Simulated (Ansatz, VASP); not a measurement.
# InAs in two plane-wave programs, part 3 of 3

Wanted: the spread between two codes on one cell, functional and k mesh. The cell is taken from a series of runs on this material, whose earlier steps may have relaxed, scaled, displaced or heated it; both programs get it as it stands.

VASP 6.6.1 and Ansatz 0.2.0.

So far: Set-up; Ansatz: zone-centre phonons, LDA; VASP: zone-centre phonons, LDA.

### Step 3. VASP: zone-centre phonons, LDA (continued)

Level of this step: LDA; plane waves and PAW (As, In_d) (VASP).

Numbers of over 12 decimals in the logs are rounded to 6 here.

OUTCAR, selected parts (step 3):

```text
ion  position               nearest neighbor table
   1  0.750  0.750  0.750-   2 2.61   2 2.61   2 2.61   2 2.61
   2  0.000  0.000  0.000-   1 2.61   1 2.61   1 2.61   1 2.61

  LATTYP: Found a body centered tetragonal cell.
 ALAT       =     4.2307728038
 C/A-ratio  =     1.4527109656

 Subroutine GETGRP returns: Found  2 space group operations
 (whereof  2 operations were pure point group operations)

The static configuration has the point symmetry C_1h.

   k-points           NKPTS =   1728   k-points in BZ     NKDIM =   1728   number of bands    NBANDS=     15

   dimension x,y,z NGX =    32 NGY =   32 NGZ =   32
   dimension x,y,z NGXF=    64 NGYF=   64 NGZF=   64

   ENCUT  =  500.0 eV  36.75 Ry    6.06 a.u.   7.82  7.82  7.71*2*pi/ulx,y,z

   NELECT =      18.0000    total number of electrons

 k-points in reciprocal lattice and weights: Points of the shifted mesh
   0.04166667  0.04166667  0.04166667       0.001
   0.04166667  0.04166667  0.12500000       0.001
   0.04166667  0.04166667  0.20833333       0.001
   0.04166667  0.04166667  0.29166667       0.001
   0.04166667  0.04166667  0.37500000       0.001
   0.04166667  0.04166667  0.45833333       0.001
   0.04166667  0.04166667  0.54166667       0.001
   0.04166667  0.04166667  0.62500000       0.001
   0.04166667  0.04166667  0.70833333       0.001
[...]
0.95833333  0.95833333  0.87500000       0.001
   0.95833333  0.95833333  0.95833333       0.001

 average (electrostatic) potential at core
       1 -53.0706       2 -96.0690

  Total        0.0529150      0.0529150     -0.3021813     -0.0031801     -0.0018641     -0.0018641
  in kB        1.5412772      1.5412772     -8.8017653     -0.0926287     -0.0542969     -0.0542962
  external PRESSURE =      -1.9064036 kB  Pullay stress =       0.0000000 kB

  energy-cutoff  :      500.00
  volume of cell :       55.01
      direct lattice vectors                 reciprocal lattice vectors
     0.000000000  2.991608139  3.073045022    -0.167134189  0.167134189  0.162705068
     2.991608139  0.000000000  3.073045022     0.167134189 -0.167134189  0.162705068
     2.991608139  2.991608139  0.000000000     0.167134189  0.167134189 -0.162705068

 POSITION                                       TOTAL-FORCE (eV/Angst)
 -----------------------------------------------------------------------------------
      4.48735      4.48735      4.60945         0.000037      0.000037      0.000096
      0.00007      0.00007      0.00011        -0.000037     -0.000037     -0.000096
 -----------------------------------------------------------------------------------
    total drift:                                0.000002      0.000002      0.000002

 Eigenvectors and eigenvalues of the dynamical matrix
 ----------------------------------------------------

   1 f  =    6.473272 THz    40.672767 2PiTHz  215.925111 cm-1    26.771290 meV
             X         Y         Z           dx          dy          dz
      4.487346  4.487346  4.609454     0.013488    0.013488    0.777854
      0.000067  0.000067  0.000114    -0.010881   -0.010881   -0.627967

   2 f  =    6.402554 THz    40.228432 2PiTHz  213.566205 cm-1    26.478823 meV
             X         Y         Z           dx          dy          dz
      4.487346  4.487346  4.609454     0.550324   -0.550324   -0.000000
      0.000067  0.000067  0.000114    -0.444008    0.444008    0.000000

   3 f  =    6.400864 THz    40.217814 2PiTHz  213.509838 cm-1    26.471834 meV
             X         Y         Z           dx          dy          dz
      4.487346  4.487346  4.609454     0.550159    0.550159   -0.019068
      0.000067  0.000067  0.000114    -0.443874   -0.443874    0.015397

   4 f/i=    0.001870 THz     0.011751 2PiTHz    0.062386 cm-1     0.007735 meV
             X         Y         Z           dx          dy          dz
      4.487346  4.487346  4.609454     0.003477    0.003477   -0.628137
      0.000067  0.000067  0.000114     0.004307    0.004307   -0.778064

   5 f/i=    0.003771 THz     0.023692 2PiTHz    0.125776 cm-1     0.015594 meV
             X         Y         Z           dx          dy          dz
      4.487346  4.487346  4.609454     0.444008   -0.444008   -0.000000
      0.000067  0.000067  0.000114     0.550324   -0.550324   -0.000000

   6 f/i=    0.003778 THz     0.023739 2PiTHz    0.126026 cm-1     0.015625 meV
             X         Y         Z           dx          dy          dz
      4.487346  4.487346  4.609454    -0.443994   -0.443994   -0.004916
      0.000067  0.000067  0.000114    -0.550308   -0.550308   -0.006092

 ELASTIC MODULI CONTR FROM IONIC RELAXATION (kBar)
 Direction    XX          YY          ZZ          XY          YZ          ZX
 --------------------------------------------------------------------------------
 XX          -0.0018     -0.0002     -0.0003      0.2429      0.6091     -0.0162
 YY          -0.0002     -0.0018     -0.0003      0.1575      0.0441      0.6345
 ZZ          -0.0003     -0.0003     -0.0026      0.7613     -0.1866     -0.0653
 XY           0.2429      0.1575      0.7613   -240.0137      0.8935      2.1386
 YZ           0.6091      0.0441     -0.1866      0.8935   -242.2760      0.7308
 ZX          -0.0162      0.6345     -0.0653      2.1386      0.7308   -242.2144
 --------------------------------------------------------------------------------
```

Energies printed during the response cycles are not total energies of the cell.

### Step 4. Comparison

Known differences besides the potentials themselves: the two LDA forms differ slightly; the data sets hold 28 valence electrons in Ansatz (on its PAW soft_1 files) and 18 in VASP; the cutoff is 420 eV in Ansatz and 500 eV in VASP; VASP's log shows a relativistic correction to its local exchange, Ansatz's none. Total energies have different zeros and are not compared.

Compared:

```tsv
quantity	Ansatz	VASP	difference
optical mode 1 to 2 (cm⁻¹)	212.6	213.5	-0.41 %
optical mode 3 (cm⁻¹)	214.9	215.9	-0.46 %
```

Modes are paired by rising frequency, not by their patterns, so a pair may set unlike modes beside each other; they are those without the splitting of longitudinal modes.

### Step 5. What came out

* r.m.s. difference of the optical zone-centre modes, each program's sorted by frequency (zone-centre phonons, LDA): 0.92 cm⁻¹

The r.m.s. difference of the optical zone-centre modes, each program's sorted by frequency is 0.92 cm⁻¹ (zone-centre phonons, LDA). The data sets hold unlike numbers of valence electrons (28 in Ansatz and 18 in VASP), so part of the differences comes from the potentials. How closely two codes agree says nothing of how well the functional describes the real material.

[Lines on the potential files, build, host, timing and source positions are cut from VASP's logs without a mark.]

[Logs are printed without paths, hosts, clocks, repeated set-up lines and the standing remarks that a program may print on its own settings, such as how far it seeks lower states.]

[Hosts, paths, dates, database ids (printed as entryN), source tags and the programs' standing remarks are cut or masked in the printed files.]
